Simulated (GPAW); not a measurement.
# GaP (F-43m) in GPAW: notebook

One crystal, GaP, is run at these levels: PBE, HSE06; tasks: single point.

Everything below comes from runs of GPAW 26.7.0. Logs are shortened: lines on timing, memory, paths and dates and some standing lists are left out, and cuts for length are marked. The log counts tension as positive stress, the text compression.

**What was measured.**

“Stacking defects in GaP nanowires: Electronic structure and optical properties”, 2018, arxiv:1810.01194 quotes, for a bulk crystal of GaP at 10 K: band gap 2.34 eV (indirect).

The runs below are set against these values where they give the same quantity.

### 1 The crystal as given

Symmetry: F-43m, No. 216, cubic system. The conventional cell has a = 5.451 Å, b = 5.451 Å, c = 5.451 Å, α = 90.00°, β = 90.00°, γ = 90.00°. Ga (site symmetry -43m) has 4 P at 2.36 Å as nearest neighbours. P (site symmetry -43m) has 4 Ga at 2.36 Å as nearest neighbours.

### 2 Single point, PBE

run.py reads:

```python
from ase import Atoms
from ase.dft.bandgap import bandgap
from ase.io import write
from ase.units import GPa
from gpaw import GPAW, PW

atoms = Atoms(['Ga', 'P'],
              cell=[[0.0, 2.72525, 2.72525],
                    [2.72525, 0.0, 2.72525],
                    [2.72525, 2.72525, 0.0]],
              scaled_positions=[[0.0, 0.0, 0.0],
                                [0.75, 0.75, 0.75]],
              pbc=True)

calc = GPAW(mode=PW(450),
            xc='PBE',
            kpts={'size': (7, 7, 7), 'gamma': True},
            occupations={'name': 'fermi-dirac', 'width': 0.05},
            nbands=11,
            maxiter=120,
            txt='gpaw.txt')
atoms.calc = calc
energy = atoms.get_potential_energy()
forces = atoms.get_forces()
stress = atoms.get_stress()
calc.write('gs.gpw')
write('result.traj', atoms)
print(f'Energy: {energy:.6f} eV')
print('Forces (eV/A):')
print(forces.round(4))
print('Stress (GPa):', (stress / GPa).round(3))
print('Fermi level:', round(calc.get_fermi_level(), 4), 'eV')
print(f'Gap: {bandgap(calc)[0]:.4f} eV, direct: {bandgap(calc, direct=True)[0]:.4f} eV')
```

Potentials or basis: GPAW PAW data sets (gpaw-data 1.2.1), pw.

On the command line:

```bash
$ OMP_NUM_THREADS=1 python run.py
```

gpaw.txt:

```text
__  _  _
 | _ |_)|_||  |
 |__||  | ||/\| - 26.7.0

Input parameters:
  mode=PW(ecut=450.00000000000006),
  kpts=MonkhorstPack(size=(7, 7, 7), gamma=True),
  maxiter=120,
  nbands=11,
  occupations=Occupations(name='fermi-dirac', width=0.05),
  xc=XC(name='PBE')

Diagonalizing LCAO Hamiltonian
Converting LCAO to pw mode

                    P

       Ga

Atoms  # Å, Bohr magnetons
|   | symbol |        x |        y |        z |    initial magnetic moments |
|---|--------|----------|----------|----------|-----------------------------|
| 0 |     Ga | 0.000000 | 0.000000 | 0.000000 | ( 0.0000,  0.0000,  0.0000) |
| 1 |      P | 4.087875 | 4.087875 | 4.087875 | ( 0.0000,  0.0000,  0.0000) |

Unit cell  # Å
| periodic |        x |        y |        z |  lengths |    angles |
|----------|----------|----------|----------|----------|-----------|
|      yes | 0.000000 | 2.725250 | 2.725250 | 3.854086 | 60.000000 |
|      yes | 2.725250 | 0.000000 | 2.725250 | 3.854086 | 60.000000 |
|      yes | 2.725250 | 2.725250 | 0.000000 | 3.854086 | 60.000000 |

Number of symmetries: 24
Symmetry operations  # r_c * U_cc + t_c -> r_c
|    | kind |            matrix            |
|----|------|------------------------------|
|  0 |  E   |  1, 0, 0,  0, 1, 0,  0, 0, 1 |
|  1 |  σ   |  1, 0, 0,  0, 0, 1,  0, 1, 0 |
|  2 |  σ   |  1, 0,-1,  0, 1,-1,  0, 0,-1 |
|  3 |  C3  |  1, 0,-1,  0, 0,-1,  0, 1,-1 |
|  4 |  C3  |  1,-1, 0,  0,-1, 1,  0,-1, 0 |
|  5 |  σ   |  1,-1, 0,  0,-1, 0,  0,-1, 1 |
|  6 |  σ   |  0, 1, 0,  1, 0, 0,  0, 0, 1 |
|  7 |  C3  |  0, 1, 0,  0, 0, 1,  1, 0, 0 |
|  8 |  C2  |  0, 1,-1,  1, 0,-1,  0, 0,-1 |
|  9 |  S4  |  0, 1,-1,  0, 0,-1,  1, 0,-1 |
| 10 |  C3  |  0, 0, 1,  1, 0, 0,  0, 1, 0 |
| 11 |  σ   |  0, 0, 1,  0, 1, 0,  1, 0, 0 |
| 12 |  S4  |  0, 0,-1,  1, 0,-1,  0, 1,-1 |
| 13 |  C3  |  0, 0,-1,  0, 1,-1,  1, 0,-1 |
| 14 |  S4  |  0,-1, 1,  1,-1, 0,  0,-1, 0 |
| 15 |  C2  |  0,-1, 1,  0,-1, 0,  1,-1, 0 |
| 16 |  C3  |  0,-1, 0,  1,-1, 0,  0,-1, 1 |
| 17 |  S4  |  0,-1, 0,  0,-1, 1,  1,-1, 0 |
| 18 |  S4  | -1, 1, 0, -1, 0, 1, -1, 0, 0 |
| 19 |  C3  | -1, 1, 0, -1, 0, 0, -1, 0, 1 |
| 20 |  C3  | -1, 0, 1, -1, 1, 0, -1, 0, 0 |
| 21 |  S4  | -1, 0, 1, -1, 0, 0, -1, 1, 0 |
| 22 |  σ   | -1, 0, 0, -1, 1, 0, -1, 0, 1 |
| 23 |  C2  | -1, 0, 0, -1, 0, 1, -1, 1, 0 |

BZ-sampling:
  Number of BZ points: 343
  Number of IBZ points: 20

  Monkhorst-Pack size: [7, 7, 7]
  Monkhorst-Pack shift: [0, 0, 0]

K-points  # in reciprocal-cell coordinates
|     |                                coordinates |     weight |
|-----|--------------------------------------------|------------|
|   0 | (  0.00000000,   0.00000000,   0.00000000) | 0.00291545 |
|   1 | (  0.14285714,   0.14285714,   0.00000000) | 0.01749271 |
|   2 | (  0.14285714,   0.14285714,   0.14285714) | 0.02332362 |
|   3 | (  0.28571429,   0.14285714,   0.14285714) | 0.03498542 |
|   4 | (  0.28571429,   0.28571429,   0.00000000) | 0.01749271 |
|   5 | (  0.28571429,   0.28571429,   0.14285714) | 0.06997085 |
|   6 | (  0.28571429,   0.28571429,   0.28571429) | 0.02332362 |
|   7 | (  0.42857143,  -0.28571429,  -0.28571429) | 0.03498542 |
|   8 | (  0.42857143,   0.28571429,  -0.42857143) | 0.13994169 |
|   9 | (  0.42857143,   0.28571429,  -0.28571429) | 0.06997085 |
| ... |                                            |            |
|  19 | (  0.42857143,   0.42857143,   0.42857143) | 0.02332362 |

Plane wave coefficients: 893
Cutoff: 450.00000000000006 eV

Spin-components: 1 (collinear spins)
Bands:           11
Projectors:      10
Spin-degeneracy: 2
Datatype:        complex128

Parallelization:
  kpt:    1
  domain: 1
  band:   1

Density:
  Valence electrons: 8.0
  Components: 1
  Grid points: [20 20 20]
  Charge: 0.0  # |e|

Potential:
  Grid points: [20 20 20]

species:
  Ga:
    name:    Gallium
    Z:       31.0
    valence: 3
    core:    28
    charge:  0.0  # [|e|]
    compensation charges:
      type: gauss
      rc: 0.37  # [Å]
      lmax: 2
    cutoffs:
      filter: 2.06  # [Å]
      core: 4.17  # [Å]
    projectors
    | kind |    occ | energy [eV] | rcut [Å] |
    |------|--------|-------------|----------|
    |   4s |  2.000 |      -8.945 |    1.164 |
    |   4p |  1.000 |      -2.580 |    1.164 |
    |    s |        |      18.266 |    1.164 |
    |    p |        |      24.631 |    1.164 |
    |    d |        |       0.000 |    1.164 |

    Using partial waves for Ga as LCAO basis

  P:
    name:    Phosphorus
    Z:       15.0
    valence: 5
    core:    10
    charge:  0.0  # [|e|]
    compensation charges:
      type: gauss
      rc: 0.30  # [Å]
      lmax: 2
    cutoffs:
      filter: 1.69  # [Å]
      core: 1.81  # [Å]
    projectors
    | kind |    occ | energy [eV] | rcut [Å] |
    |------|--------|-------------|----------|
    |   3s |  2.000 |     -13.968 |    0.953 |
    |   3p |  3.000 |      -5.506 |    0.953 |
    |    s |        |      13.244 |    0.953 |
    |    p |        |      21.705 |    0.953 |
    |    d |        |       0.000 |    0.953 |

    Using partial waves for P as LCAO basis

Reference energy: -62187.585188  # eV

eigensolver:
  PPCG
  Converge bands: occupied
  niter=2

density mixing:
  MSR1-Mixer
  Pratt-step length: 0.05
  Maximum mixing coefficient: 0.75
  Old densities: 10
  SVD Regularization: 0.005
  Good broyden scale: 1.0
  Trust region scale: 1.0
  Backstep threshold: 4.0
  History deletion threshold: 6.0
  Fourier metric: weight=20.0, sigma=0.015

occupation numbers:
  Fermi-Dirac:
    width: 0.0500  # eV

poisson solver:
  ecut: 3600.0000000000005  # eV

xc functional:
  name: PBE with 2 nearest neighbor stencil

convergence criteria:
- Maximum [total energy] change in last 3 cyles: 0.0005 eV / valence electron
- Maximum integral of absolute [dens]ity change: 0.0001 electrons / valence electron
- Maximum integral of absolute [eigenst]ate change: 4e-08 eV^2 / valence electron
maximum number of iterations: 120

SCF iterations
|iter     | |      energy | eigst |  dens |
|---------|-|-------------|-------|-------|
|iter:   1| |   -9.215000 | -0.29 |       |
|iter:   2| |   -9.180654 | -2.35 | -0.83 |
|iter:   3| |   -9.031321 | -1.89 | -0.87 |
|iter:   4| |   -9.032517 | -3.45 | -1.52 |
|iter:   5| |   -9.032806c| -4.35 | -2.05 |
|iter:   6| |   -9.032843c| -5.62 | -2.80 |
|iter:   7| |   -9.032843c| -7.20 | -3.79 |
|iter:   8| |   -9.032843c| -7.59c| -4.36c|

Converged in 8 steps
Energy contributions relative to reference atoms: (reference = -62187.585188)

Energy contributions:
  Kinetic:          24.599344
  Coulomb:         -21.582822
  Zero:              0.013919
  External:          0.000000
  Xc:              -12.063284
  Entropy:          -0.000000
  Spinorbit:         0.000000
  ----------------------------
  Free energy:      -9.032843
  Extrapolated:     -9.032843

dipole moment: (-10.816882, -10.816882, -10.816882)  # |e|*Ang

Fermi level: 5.742
Eigenvalues  # (at kpt = [0.000, 0.000, 0.000])
| band index |      eig [eV] | occ [0-2] |
|------------|---------------|-----------|
|          0 |        -7.507 |     2.000 |
|          1 |         4.956 |     2.000 |
|          2 |         4.956 |     2.000 |
|          3 |         4.956 |     2.000 |
|          4 |         6.850 |     0.000 |
|          5 |         8.886 |     0.000 |
|          6 |         8.886 |     0.000 |
|          7 |         8.886 |     0.000 |
|          8 |        13.832 |     0.000 |
|          9 |        14.656 |     0.000 |
|         10 |        14.657 |     0.000 |

Gap: 1.613 eV
Transition (v -> c):
  (s=0, k=0, n=3, [0.00, 0.00, 0.00]) -> (s=0, k=16, n=4, [0.43, 0.43, 0.00])
Direct/indirect transitions are different
Direct gap: 1.894 eV
Transition at: (s=0, k=0, n=3, [0.00, 0.00, 0.00])

Forces  # eV/Ang
|        x |        y |       z |
|----------|----------|---------|
| -0.00000 |  0.00000 | 0.00000 |  # Ga   0
|  0.00000 | -0.00000 | 0.00000 |  # P    1

Stress tensor  # eV/Ang^3
|         x |         y |         z |
|-----------|-----------|-----------|
| -0.028518 |  0.000000 |  0.000000 |
|  0.000000 | -0.028518 | -0.000000 |
|  0.000000 | -0.000000 | -0.028518 |

# Writing to gs.gpw (mode='')
```

Wall time 3.7 s (1 thread of Arm Neoverse V2, shared host); peak memory 0.13 GiB.

Results:

| Item | Value |
| --- | --- |
| Free energy | -9.0328 eV |
| Pressure | 4.6 GPa |
| Band gap on the k mesh | 1.61 eV, indirect (least direct gap 1.89 eV) |

Caveat: the cutoff is short for stress and forces, so pressures can be off by a GPa or more; an odd mesh through Γ misses points on the zone boundary, where band edges often lie.

### 3 Single point, HSE06

run.py reads:

```python
from ase import Atoms
from ase.dft.bandgap import bandgap
from ase.io import write
from ase.parallel import parprint
from gpaw import GPAW, PW

atoms = Atoms(['Ga', 'P'],
              cell=[[0.0, 2.72525, 2.72525],
                    [2.72525, 0.0, 2.72525],
                    [2.72525, 2.72525, 0.0]],
              scaled_positions=[[0.0, 0.0, 0.0],
                                [0.75, 0.75, 0.75]],
              pbc=True)

calc = GPAW(mode=PW(450),
            xc='HSE06',
            kpts={'size': (6, 6, 6), 'gamma': True},
            occupations={'name': 'fermi-dirac', 'width': 0.05},
            nbands=9,
            convergence={'density': 1e-05, 'energy': 1e-05},
            maxiter=60,
            txt='gpaw.txt')
atoms.calc = calc
energy = atoms.get_potential_energy()
forces = atoms.get_forces()
calc.write('gs.gpw')
write('result.traj', atoms)
parprint(f'Energy: {energy:.6f} eV')
parprint('Forces (eV/A):')
parprint(forces.round(4))
parprint('Fermi level:', round(calc.get_fermi_level(), 4), 'eV')
parprint(f'Gap: {bandgap(calc)[0]:.4f} eV, direct: {bandgap(calc, direct=True)[0]:.4f} eV')
```

Potentials or basis: GPAW PAW data sets (gpaw-data 1.2.1), pw.

On the command line:

```bash
$ OMP_NUM_THREADS=1 mpirun -n 8 gpaw python run.py
```

gpaw.txt:

```text
__  _  _
 | _ |_)|_||  |
 |__||  | ||/\| - 26.7.0

Input parameters:
  mode=PW(ecut=450.00000000000006),
  convergence={'density': 1e-05, 'energy': 1e-05},
  kpts=MonkhorstPack(size=(6, 6, 6), gamma=True),
  maxiter=60,
  nbands=9,
  occupations=Occupations(name='fermi-dirac', width=0.05),
  xc=XC(name='HSE06')

Diagonalizing LCAO Hamiltonian
Converting LCAO to pw mode

                    P

       Ga

Atoms  # Å, Bohr magnetons
|   | symbol |        x |        y |        z |    initial magnetic moments |
|---|--------|----------|----------|----------|-----------------------------|
| 0 |     Ga | 0.000000 | 0.000000 | 0.000000 | ( 0.0000,  0.0000,  0.0000) |
| 1 |      P | 4.087875 | 4.087875 | 4.087875 | ( 0.0000,  0.0000,  0.0000) |

Unit cell  # Å
| periodic |        x |        y |        z |  lengths |    angles |
|----------|----------|----------|----------|----------|-----------|
|      yes | 0.000000 | 2.725250 | 2.725250 | 3.854086 | 60.000000 |
|      yes | 2.725250 | 0.000000 | 2.725250 | 3.854086 | 60.000000 |
|      yes | 2.725250 | 2.725250 | 0.000000 | 3.854086 | 60.000000 |

Number of symmetries: 24
Symmetry operations  # r_c * U_cc + t_c -> r_c
|    | kind |            matrix            |
|----|------|------------------------------|
|  0 |  E   |  1, 0, 0,  0, 1, 0,  0, 0, 1 |
|  1 |  σ   |  1, 0, 0,  0, 0, 1,  0, 1, 0 |
|  2 |  σ   |  1, 0,-1,  0, 1,-1,  0, 0,-1 |
|  3 |  C3  |  1, 0,-1,  0, 0,-1,  0, 1,-1 |
|  4 |  C3  |  1,-1, 0,  0,-1, 1,  0,-1, 0 |
|  5 |  σ   |  1,-1, 0,  0,-1, 0,  0,-1, 1 |
|  6 |  σ   |  0, 1, 0,  1, 0, 0,  0, 0, 1 |
|  7 |  C3  |  0, 1, 0,  0, 0, 1,  1, 0, 0 |
|  8 |  C2  |  0, 1,-1,  1, 0,-1,  0, 0,-1 |
|  9 |  S4  |  0, 1,-1,  0, 0,-1,  1, 0,-1 |
| 10 |  C3  |  0, 0, 1,  1, 0, 0,  0, 1, 0 |
| 11 |  σ   |  0, 0, 1,  0, 1, 0,  1, 0, 0 |
| 12 |  S4  |  0, 0,-1,  1, 0,-1,  0, 1,-1 |
| 13 |  C3  |  0, 0,-1,  0, 1,-1,  1, 0,-1 |
| 14 |  S4  |  0,-1, 1,  1,-1, 0,  0,-1, 0 |
| 15 |  C2  |  0,-1, 1,  0,-1, 0,  1,-1, 0 |
| 16 |  C3  |  0,-1, 0,  1,-1, 0,  0,-1, 1 |
| 17 |  S4  |  0,-1, 0,  0,-1, 1,  1,-1, 0 |
| 18 |  S4  | -1, 1, 0, -1, 0, 1, -1, 0, 0 |
| 19 |  C3  | -1, 1, 0, -1, 0, 0, -1, 0, 1 |
| 20 |  C3  | -1, 0, 1, -1, 1, 0, -1, 0, 0 |
| 21 |  S4  | -1, 0, 1, -1, 0, 0, -1, 1, 0 |
| 22 |  σ   | -1, 0, 0, -1, 1, 0, -1, 0, 1 |
| 23 |  C2  | -1, 0, 0, -1, 0, 1, -1, 1, 0 |

BZ-sampling:
  Number of BZ points: 216
  Number of IBZ points: 16

  Monkhorst-Pack size: [6, 6, 6]
  Monkhorst-Pack shift: [0.08333333333333333, 0.08333333333333333, 0.08333333333333333]

K-points  # in reciprocal-cell coordinates
|     |                                coordinates |     weight |
|-----|--------------------------------------------|------------|
|   0 | (  0.00000000,   0.00000000,   0.00000000) | 0.00462963 |
|   1 | (  0.16666667,   0.16666667,   0.00000000) | 0.02777778 |
|   2 | (  0.16666667,   0.16666667,   0.16666667) | 0.03703704 |
|   3 | (  0.33333333,   0.16666667,   0.16666667) | 0.05555556 |
|   4 | (  0.33333333,   0.33333333,  -0.33333333) | 0.05555556 |
|   5 | (  0.33333333,   0.33333333,   0.00000000) | 0.02777778 |
|   6 | (  0.33333333,   0.33333333,   0.16666667) | 0.11111111 |
|   7 | (  0.33333333,   0.33333333,   0.33333333) | 0.03703704 |
|   8 | (  0.50000000,   0.33333333,  -0.33333333) | 0.11111111 |
|   9 | (  0.50000000,   0.33333333,  -0.16666667) | 0.05555556 |
| ... |                                            |            |
|  15 | (  0.50000000,   0.50000000,   0.50000000) | 0.01851852 |

Plane wave coefficients: 899
Cutoff: 450.00000000000006 eV

Spin-components: 1 (collinear spins)
Bands:           9
Projectors:      10
Spin-degeneracy: 2
Datatype:        complex128

Parallelization:
  kpt:    8
  domain: 1
  band:   1

Density:
  Valence electrons: 8.0
  Components: 1
  Grid points: [20 20 20]
  Charge: 0.0  # |e|

Potential:
  Grid points: [20 20 20]

species:
  Ga:
    name:    Gallium
    Z:       31.0
    valence: 3
    core:    28
    charge:  0.0  # [|e|]
    compensation charges:
      type: gauss
      rc: 0.37  # [Å]
      lmax: 2
    cutoffs:
      filter: 2.06  # [Å]
      core: 4.17  # [Å]
    projectors
    | kind |    occ | energy [eV] | rcut [Å] |
    |------|--------|-------------|----------|
    |   4s |  2.000 |      -8.945 |    1.164 |
    |   4p |  1.000 |      -2.580 |    1.164 |
    |    s |        |      18.266 |    1.164 |
    |    p |        |      24.631 |    1.164 |
    |    d |        |       0.000 |    1.164 |

    Using partial waves for Ga as LCAO basis

  P:
    name:    Phosphorus
    Z:       15.0
    valence: 5
    core:    10
    charge:  0.0  # [|e|]
    compensation charges:
      type: gauss
      rc: 0.30  # [Å]
      lmax: 2
    cutoffs:
      filter: 1.69  # [Å]
      core: 1.81  # [Å]
    projectors
    | kind |    occ | energy [eV] | rcut [Å] |
    |------|--------|-------------|----------|
    |   3s |  2.000 |     -13.968 |    0.953 |
    |   3p |  3.000 |      -5.506 |    0.953 |
    |    s |        |      13.244 |    0.953 |
    |    p |        |      21.705 |    0.953 |
    |    d |        |       0.000 |    0.953 |

    Using partial waves for P as LCAO basis

Reference energy: -62187.585188  # eV

eigensolver:
  PPCG
  Converge bands: occupied
  niter=2

density mixing:
  MSR1-Mixer
  Pratt-step length: 0.05
  Maximum mixing coefficient: 0.75
  Old densities: 10
  SVD Regularization: 0.005
  Good broyden scale: 1.0
  Trust region scale: 1.0
  Backstep threshold: 4.0
  History deletion threshold: 6.0
  Fourier metric: weight=20.0, sigma=0.015

occupation numbers:
  Fermi-Dirac:
    width: 0.0500  # eV

poisson solver:
  ecut: 3600.0000000000005  # eV

xc functional:
  name: HYB_GGA_XC_HSE06 with 2 nearest neighbor stencil

convergence criteria:
- Maximum integral of absolute [dens]ity change: 1e-05 electrons / valence electron
- Maximum [total energy] change in last 3 cyles: 1e-05 eV / valence electron
- Maximum integral of absolute [eigenst]ate change: 4e-08 eV^2 / valence electron
maximum number of iterations: 60

IBZ(<points: 16, symmetries: 24>)
Occupied bands: 4
SCF iterations
|iter     | |      energy | eigst |  dens |
|---------|-|-------------|-------|-------|
|iter:   1| | -666.392830 | -0.09 |       |
|iter:   2| |  -27.046973 | -0.76 | -0.70 |
|iter:   3| |  -26.944048 | -2.03 | -0.80 |
|iter:   4| |  -26.851249 | -2.31 | -0.98 |
|iter:   5| |  -26.832387 | -2.74 | -1.33 |
|iter:   6| |  -26.827416 | -3.43 | -1.77 |
|iter:   7| |  -26.827247 | -4.41 | -2.19 |
|iter:   8| |  -26.826770 | -4.58 | -2.28 |
|iter:   9| |  -26.826670 | -5.25 | -2.50 |
|iter:  10| |  -26.826619 | -5.32 | -2.75 |
|iter:  11| |  -26.826619c| -6.05 | -3.42 |
|iter:  12| |  -26.826620c| -7.56c| -4.29 |
|iter:  13| |  -26.826620c| -8.07c| -4.31 |
|iter:  14| |  -26.826620c| -9.73c| -5.02c|

Converged in 14 steps
Energy contributions relative to reference atoms: (reference = -62187.585188)

Energy contributions:
  Kinetic:          18.874319
  Coulomb:         -15.979839
  Zero:             -0.063991
  External:          0.000000
  Xc:              626.880495
  Entropy:          -0.000000
  Spinorbit:         0.000000
  Hybrid_Xc_Cc:      -639.920192
  Hybrid_Xc_Vc:        -4.911651
  Hybrid_Xc_Vv:       -11.705760
  ----------------------------
  Free energy:     -26.826620
  Extrapolated:    -26.826620

dipole moment: (-10.778618, -10.778618, -10.778618)  # |e|*Ang

Fermi level: 5.503
Eigenvalues  # (at kpt = [0.000, 0.000, 0.000])
| band index |      eig [eV] | occ [0-2] |
|------------|---------------|-----------|
|          0 |        -9.242 |     2.000 |
|          1 |         4.524 |     2.000 |
|          2 |         4.524 |     2.000 |
|          3 |         4.524 |     2.000 |
|          4 |         7.274 |     0.000 |
|          5 |         9.309 |     0.000 |
|          6 |         9.309 |     0.000 |
|          7 |         9.309 |     0.000 |
|          8 |        14.366 |     0.000 |

Gap: 2.314 eV
Transition (v -> c):
  (s=0, k=0, n=3, [0.00, 0.00, 0.00]) -> (s=0, k=12, n=4, [0.50, 0.50, 0.00])
Direct/indirect transitions are different
Direct gap: 2.750 eV
Transition at: (s=0, k=0, n=3, [0.00, 0.00, 0.00])

Forces  # eV/Ang
|        x |       y |       z |
|----------|---------|---------|
| -0.00000 | 0.00000 | 0.00000 |  # Ga   0
| -0.00000 | 0.00000 | 0.00000 |  # P    1

# Writing to gs.gpw (mode='')
```

It took 3.5 min on 8 MPI ranks of AMD EPYC 7B13 (Zen 3), shared host; peak memory 0.19 GiB.

What came out:

| Property | Result |
| --- | --- |
| Free energy | -26.8266 eV |
| Band gap on the k mesh | 2.31 eV, indirect (least direct gap 2.75 eV) |

Levels at points of the mesh, in eV from the valence-band top:
```csv
k point,band 1,band 2,band 3,band 4,band 5
"(0.00, 0.00, 0.00)",-13.77,0.00,0.00,0.00,2.75
"(0.50, 0.50, 0.00)",-10.69,-7.35,-2.90,-2.90,2.31
"(0.50, 0.50, 0.50)",-11.65,-7.22,-1.21,-1.21,2.49
```

Caveat: the PAW data sets were made with another functional, which shifts forces and pressure a little.

### 4 Against experiment

Step 2. The gap isn't set beside the deposited one, since this odd mesh misses points on the zone boundary.

Step 3. A measured gap of GaP is 2.34 eV (indirect; 10 K; quoted in “Stacking defects in GaP nanowires: Electronic structure and optical properties”, 2018, arxiv:1810.01194); the calculated 2.31 eV misses it by -0.03 eV. Spin-orbit coupling on Ga is left out. The value is that of HSE06 on a finite k mesh, which can miss the band edges, without temperature or zero-point motion.
